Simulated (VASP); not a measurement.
# MgSe3 (Pm-3m) in VASP: a series of runs

One crystal, MgSe3, is run at these levels: PBE; tasks: relaxation of cell and atoms, single point.

All numbers are computed with VASP 6.6.1; they aren't measurements. Logs are shortened: lines on timing, memory, paths and dates and some standing lists are left out, and cuts for length are marked.

## 1. The cell of the first run

It takes space group Pm-3m (No. 221, cubic). Conventional cell: a = 4.711 Å, b = 4.711 Å, c = 4.711 Å, α = 90.00°, β = 90.00°, γ = 90.00°. Mg (site symmetry m-3m) has 12 Se at 3.33 Å as nearest neighbours. Se (site symmetry 4/mmm) is surrounded by 4 Mg at 3.33 Å and 8 Se at 3.33 Å.

The cell was built by a generator and needn't be a form met in nature.

## 2. Relaxation of cell and atoms, PBE (species swapped into the KPb3 type (Pm-3m, No. 221))

Contents of INCAR:

```
PREC     = Accurate       # precision mode
ENCUT    = 600            # plane-wave cutoff, eV
EDIFF    = 1E-7           # SCF threshold, eV
ISMEAR   = 0              # smearing method
SIGMA    = 0.1            # smearing width, eV
LREAL    = False          # projectors in reciprocal space
LASPH    = True           # aspherical terms in the spheres
NELM     = 60             # most SCF steps
ALGO     = Fast           # electronic algorithm
ISIF     = 3              # what is computed and relaxed
LWAVE    = False          # write WAVECAR
LCHARG   = False          # write CHGCAR
GGA      = PE             # functional
IBRION   = 2              # ionic algorithm
NSW      = 90             # ionic steps
EDIFFG   = -0.04          # ionic threshold
```

Contents of KPOINTS:

```
regular mesh
0
Gamma
  4 4 4
```

Contents of POSCAR:

```
MgSe3
1.0
    4.7109755800      0.0000000000      0.0000000000
    0.0000000000      4.7109755800      0.0000000000
    0.0000000000      0.0000000000      4.7109755800
Mg Se
1 3
Direct
    0.0000000000      0.0000000000      0.0000000000
    0.0000000000      0.5000000000      0.5000000000
    0.5000000000      0.0000000000      0.5000000000
    0.5000000000      0.5000000000      0.0000000000
```

Potentials or basis: VASP PAW PBE potentials, release 64 (Mg, Se).

Started as:

```
$ cat potpaw_PBE.64/Mg/POTCAR potpaw_PBE.64/Se/POTCAR > POTCAR
$ mpirun -np 1 vasp_std > vasp.out
```

OUTCAR:

```text
PREC = Accurate
   ENCUT = 600
   EDIFF = 1E-7
   ISMEAR = 0
   LREAL = False
   LASPH = True
   NELM = 60
   ISIF = 3
   GGA = PE
   IBRION = 2
   NSW = 90
   EDIFFG = -0.04

 ion  position               nearest neighbor table
   1  0.000  0.000  0.000-
   2  0.000  0.500  0.500-
   3  0.500  0.000  0.500-
   4  0.500  0.500  0.000-

  LATTYP: Found a simple cubic cell.
 ALAT       =     4.7109755800

  Lattice vectors:

 A1 = (   4.7109755800,   0.0000000000,   0.0000000000)
 A2 = (   0.0000000000,   4.7109755800,   0.0000000000)
 A3 = (   0.0000000000,   0.0000000000,   4.7109755800)

Analysis of symmetry for initial positions (statically):
=====================================================================
 Subroutine PRICEL returns:
 Original cell was already a primitive cell.

 Routine SETGRP: Setting up the symmetry group for a
 simple cubic supercell.

 Subroutine GETGRP returns: Found 48 space group operations
 (whereof 48 operations were pure point group operations)
 out of a pool of 48 trial point group operations.

The static configuration has the point symmetry O_h .

Analysis of symmetry for dynamics (positions and initial velocities):
=====================================================================
 Subroutine PRICEL returns:
 Original cell was already a primitive cell.

 Routine SETGRP: Setting up the symmetry group for a
 simple cubic supercell.

 Subroutine GETGRP returns: Found 48 space group operations
 (whereof 48 operations were pure point group operations)
 out of a pool of 48 trial point group operations.

The dynamic configuration has the point symmetry O_h .

 Subroutine INISYM returns: Found 48 space group operations
 (whereof 48 operations are pure point group operations),
 and found     1 'primitive' translations

----------------------------------------------------------------------------------------

                                     Primitive cell

  volume of cell :     104.5521

  direct lattice vectors                    reciprocal lattice vectors
     4.710975580  0.000000000  0.000000000     0.212270258  0.000000000  0.000000000
     0.000000000  4.710975580  0.000000000     0.000000000  0.212270258  0.000000000
     0.000000000  0.000000000  4.710975580     0.000000000  0.000000000  0.212270258

  length of vectors
     4.710975580  4.710975580  4.710975580     0.212270258  0.212270258  0.212270258

  position of ions in fractional coordinates (direct lattice)
     0.000000000  0.000000000  0.000000000
     0.000000000  0.500000000  0.500000000
     0.500000000  0.000000000  0.500000000
     0.500000000  0.500000000  0.000000000

  ion indices of the primitive-cell ions
   primitive index   ion index
                 1           1
                 2           2
                 3           3
                 4           4

----------------------------------------------------------------------------------------

 KPOINTS: regular mesh

Automatic generation of k-mesh.
 Grid dimensions read from file:
 generate k-points for:    4    4    4

 Generating k-lattice:

  Cartesian coordinates                     Fractional coordinates (reciprocal lattice)
     0.053067564  0.000000000  0.000000000     0.250000000  0.000000000  0.000000000
     0.000000000  0.053067564  0.000000000     0.000000000  0.250000000  0.000000000
     0.000000000  0.000000000  0.053067564     0.000000000  0.000000000  0.250000000

  Length of vectors
     0.053067564  0.053067564  0.053067564

  Shift w.r.t. Gamma in fractional coordinates (k-lattice)
     0.000000000  0.000000000  0.000000000

 Subroutine IBZKPT returns following result:
 ===========================================

 Found     10 irreducible k-points:

 Following reciprocal coordinates:
            Coordinates               Weight
  0.000000  0.000000  0.000000      1.000000
  0.250000  0.000000  0.000000      6.000000
  0.500000  0.000000  0.000000      3.000000
  0.250000  0.250000  0.000000     12.000000
  0.500000  0.250000  0.000000     12.000000
  0.500000  0.500000  0.000000      3.000000
  0.250000  0.250000  0.250000      8.000000
  0.500000  0.250000  0.250000     12.000000
  0.500000  0.500000  0.250000      6.000000
  0.500000  0.500000  0.500000      1.000000
   k-points           NKPTS =     10   k-points in BZ     NKDIM =     10   number of bands    NBANDS=     14
   number of dos      NEDOS =    301   number of ions     NIONS =      4
   total plane-waves  NPLWV =  64000
   dimension x,y,z NGX =    40 NGY =   40 NGZ =   40
   dimension x,y,z NGXF=    80 NGYF=   80 NGZF=   80
   ions per type =               1   3
   NGX,Y,Z   is equivalent  to a cutoff of  14.12, 14.12, 14.12 a.u.
   NGXF,Y,Z  is equivalent  to a cutoff of  28.23, 28.23, 28.23 a.u.
 SYSTEM =  unknown system
   PREC   = accura    normal or accurate (medium, high low for compatibility)
   ISTART =      0    job   : 0-new  1-cont  2-samecut
   ICHARG =      2    charge: 1-file 2-atom 10-const
   ISPIN  =      1    spin polarized calculation?
   LNONCOLLINEAR =      F non collinear calculations
   LSORBIT =      F    spin-orbit coupling
   LASPH  =      T    aspherical Exc in radial PAW
   ENCUT  =  600.0 eV  44.10 Ry    6.64 a.u.   9.41  9.41  9.41*2*pi/ulx,y,z
   NELM   =     60;   NELMIN=  2; NELMDL= -5     # of ELM steps
   EDIFF  = 0.1E-06   stopping-criterion for ELM
   LREAL  =      F    real-space projection
   EDIFFG = -.4E-01   stopping-criterion for IOM
   NSW    =     90    number of steps for IOM
   IBRION =      2    ionic relax: 0-MD 1-quasi-New 2-CG
   NFREE  =      1    steps in history (QN), initial steepest desc. (CG)
   ISIF   =      3    stress and relaxation
   ISYM   =      2    0-nonsym 1-usesym 2-fastsym
   POTIM  = 0.5000    time-step for ionic-motion
   TEBEG  =    0.0;   TEEND  =   0.0 temperature during run
   PSTRESS=    0.0 pullay stress
   NELECT =      20.0000    total number of electrons
   NUPDOWN=      -1.0000    fix difference up-down
   EMIN   =  10.00;   EMAX   =-10.00  energy-range for DOS
   EFERMI =   0.00;   METHOD = LEGACY
   ISMEAR =     0;   SIGMA  =   0.10  broadening in eV -4-tet -1-fermi 0-gaus
   EFERMI_NEDOS =   21; number of points for ismear=-14 and -15
   IALGO  =     68    algorithm
   IMIX   =      4    mixing-type and parameters
     AMIX     =   0.40;   BMIX     =  1.00
     AMIX_MAG =   1.60;   BMIX_MAG =  1.00
  volume/ion in A,a.u.               =      26.14       176.39
  Fermi-wavevector in a.u.,A,eV,Ry     =   0.943280  1.782541 12.106154  0.889777
  Thomas-Fermi vector in A             =   2.070972
   LORBIT       =      0    0 simple, 1 ext, 2 COOP (PROOUT), +10 PAW based schemes
   GGA     = PE    functional components
   LHFCALC =     F    Hartree Fock is set to
   AEXX    =    0.0000 exact exchange contribution
   IVDW    =     0    specifies the selected vdW correction
   LEPSILON=     F    determine dielectric tensor
   LRPA    =     F    only Hartree local field effects (RPA)
 conjugate gradient relaxation of ions
 non-spin polarized calculation
 RMM-DIIS sequential band-by-band and
 Gauss-broadening in eV      SIGMA  =   0.10
  energy-cutoff  :      600.00
  volume of cell :      104.55
 maximum number of plane-waves:      3532
 NGX is ok and might be reduce to    40
   NGX = 19   NGY = 19   NGZ = 19

--------------------------------------- Ionic step        1  -------------------------------------------

 number of electron      19.9999998 magnetization

 Free energy of the ion-electron system (eV)
  ---------------------------------------------------
  ext. energy  EPLUGINS =         0.00000000
  ---------------------------------------------------
  free energy    TOTEN  =       -11.01776699 eV

  energy without entropy =      -10.99161193  energy(sigma->0) =      -11.00468946

------------------------ aborting loop because EDIFF is reached ----------------------------------------

  FORCE on cell =-STRESS in cart. coord.  units (eV):
  Direction    XX          YY          ZZ          XY          YZ          ZX
  --------------------------------------------------------------------------------------
  -------------------------------------------------------------------------------------
  Total       -4.9950398     -4.9950398     -4.9950398      0.0000000     -0.0000000      0.0000000
  in kB      -76.5450262    -76.5450262    -76.5450262      0.0000000     -0.0000000      0.0000000
  external PRESSURE =     -76.5450262 kB  Pullay stress =       0.0000000 kB

 VOLUME and BASIS-vectors are now :
 -----------------------------------------------------------------------------
  energy-cutoff  :      600.00
  volume of cell :      104.55
      direct lattice vectors                 reciprocal lattice vectors
     4.710975580  0.000000000  0.000000000     0.212270258  0.000000000  0.000000000
     0.000000000  4.710975580  0.000000000     0.000000000  0.212270258  0.000000000
     0.000000000  0.000000000  4.710975580     0.000000000  0.000000000  0.212270258
[... 39 lines left out ...]
 POSITION                                       TOTAL-FORCE (eV/Angst)
 -----------------------------------------------------------------------------------
      0.00000      0.00000      0.00000         0.000000     -0.000000      0.000000
     -0.00000      2.21358      2.21358        -0.000000     -0.000000      0.000000
      2.21358     -0.00000      2.21358        -0.000000      0.000000      0.000000
      2.21358      2.21358      0.00000         0.000000     -0.000000     -0.000000
 -----------------------------------------------------------------------------------
    total drift:                                0.000000     -0.000000     -0.000000

  FREE ENERGIE OF THE ION-ELECTRON SYSTEM (eV)
  ---------------------------------------------------
  free  energy   TOTEN  =       -11.5742315262 eV

  energy  without entropy=      -11.5450889300  energy(sigma->0) =      -11.55966023

--------------------------------------- Ionic step        3  -------------------------------------------

 number of electron      20.0000003 magnetization

 Free energy of the ion-electron system (eV)
  ---------------------------------------------------
  ext. energy  EPLUGINS =         0.00000000
  ---------------------------------------------------
  free energy    TOTEN  =       -11.58208729 eV

  energy without entropy =      -11.55362045  energy(sigma->0) =      -11.56785387

 E-fermi :   4.7530     XC(G=0):  -9.9045

 val. band max:        4.7517815413   @ k =   0.2500   0.2500   0.2500
 cond. band min:       4.7793946531   @ k =   0.5000   0.5000   0.2500
 fundamental gap:      0.0276131118
 Fermi energy:         4.7529670997

 k-point     1 :       0.0000    0.0000    0.0000
  band No.  band energies     occupation
      1     -10.4860      2.00000
      2      -6.9716      2.00000
      3      -6.9716      2.00000
      4      -0.4040      2.00000
      5      -0.4040      2.00000
      6      -0.4040      2.00000
      7       3.7401      2.00000
      8       3.7401      2.00000
      9       3.7401      2.00000
     10       4.1997      2.00000
     11       5.6372      0.00000
     12       5.6372      0.00000
     13       5.6372      0.00000
     14       9.5195      0.00000

 k-point     2 :       0.2500    0.0000    0.0000
  band No.  band energies     occupation
      1     -10.1561      2.00000
      2      -7.6537      2.00000
      3      -6.9154      2.00000
      4      -0.0301      2.00000
      5      -0.0301      2.00000
      6       0.0857      2.00000
      7       2.9718      2.00000
      8       3.0494      2.00000
      9       3.0494      2.00000
     10       3.9664      2.00000
[... 160 lines left out ...]
 POSITION                                       TOTAL-FORCE (eV/Angst)
 -----------------------------------------------------------------------------------
      0.00000      0.00000      0.00000         0.000000     -0.000000      0.000000
     -0.00000      2.19764      2.19764        -0.000000     -0.000000      0.000000
      2.19764     -0.00000      2.19764        -0.000000      0.000000      0.000000
      2.19764      2.19764      0.00000         0.000000     -0.000000     -0.000000
 -----------------------------------------------------------------------------------
    total drift:                                0.000000     -0.000000     -0.000000

  FREE ENERGIE OF THE ION-ELECTRON SYSTEM (eV)
  ---------------------------------------------------
  free  energy   TOTEN  =       -11.5820872867 eV

  energy  without entropy=      -11.5536204506  energy(sigma->0) =      -11.56785387

 reached required accuracy - stopping structural energy minimisation
```

Wall time 45 s (1 thread of Intel Xeon Platinum 8488C (Sapphire Rapids), shared host); peak memory 0.24 GiB.

Results:

```yaml
Free_energy: -11.5821 eV
Relaxed_volume: 21.23 Å³/atom
Relaxed_cell: a = 4.395 Å, b = 4.395 Å, c = 4.395 Å, α = 90.00°, β = 90.00°, γ = 90.00°
Space_group_after_relaxing_to_0.05_Å: Pm-3m (No. 221)
Energy_gained_by_relaxing: 141.1 meV/atom
Ionic_steps: 3
Pressure_after_relaxing: -0.1 GPa
Band_gap_on_the_k_mesh: none (metal or under the smearing width)
```

The path:
```
step  energy change (eV)  largest force (eV/Å)  pressure (GPa)  volume (Å³)
   1              0.0000                0.0000           -7.65       104.55
   2             -0.5565                0.0000           -1.24        86.77
   3             -0.5643                0.0000           -0.09        84.91
```

Final structure:
```yaml
crystal:
  lattice:
    - [4.39528, 0.00000, 0.00000]
    - [0.00000, 4.39528, 0.00000]
    - [0.00000, 0.00000, 4.39528]
  atoms:
    - { symbol: Mg, position: [0.00000, 0.00000, 0.00000] }
    - { symbol: Se, position: [0.00000, 0.50000, 0.50000] }
    - { symbol: Se, position: [0.50000, 0.00000, 0.50000] }
    - { symbol: Se, position: [0.50000, 0.50000, 0.00000] }
```

Caveat: the volume moved by over 15 % at a fixed basis, so the end points are rough.

## 3. Single point, PBE (species swapped into the KPb3 type (Pm-3m, No. 221))

Contents of INCAR:

```
SYSTEM = MgSe3
ALGO = Fast
EDIFF = 1E-6
ENCUT = 520
GGA = PE
ISIF = 2
ISMEAR = 0
LASPH = .TRUE.
LCHARG = .FALSE.
LREAL = .FALSE.
LWAVE = .FALSE.
NBANDS = 18
NELM = 60
PREC = Accurate
SIGMA = 0.1
```

Contents of KPOINTS:

```
k-points
0
G
  4 4 4
  0 0 0
```

POSCAR is that of step 2.

Potentials or basis: VASP PAW PBE potentials, release 64 (Mg, Se).

Started as:

```
$ cat potpaw_PBE.64/Mg/POTCAR potpaw_PBE.64/Se/POTCAR > POTCAR
$ mpirun -np 1 vasp_std > vasp.out
```

Wall time 12 s (1 thread of Intel Xeon Platinum 8488C (Sapphire Rapids), shared host); peak memory 0.19 GiB.

Results (log left out):

```yaml
Free_energy: -11.0177 eV
Pressure: -7.7 GPa
Band_gap_on_the_k_mesh: none (metal or under the smearing width)
```

Levels at points of the mesh, in eV from the Fermi level:
```tsv
k point	band 6	band 7	band 8	band 9	band 10	band 11	band 12	band 13	band 14	band 15
(0.00, 0.00, 0.00)	-3.95	-0.79	-0.79	-0.79	-0.52	0.67	0.67	0.67	4.98	4.98
(0.50, 0.00, 0.00)	-3.09	-2.06	-2.06	-1.69	-1.56	0.34	0.34	2.79	3.02	5.42
(0.50, 0.50, 0.00)	-2.29	-2.29	-1.82	-1.82	-1.74	0.92	0.95	1.94	3.44	5.88
(0.50, 0.50, 0.50)	-4.38	-4.38	-0.85	0.99	0.99	0.99	1.03	1.03	7.50	7.50
```
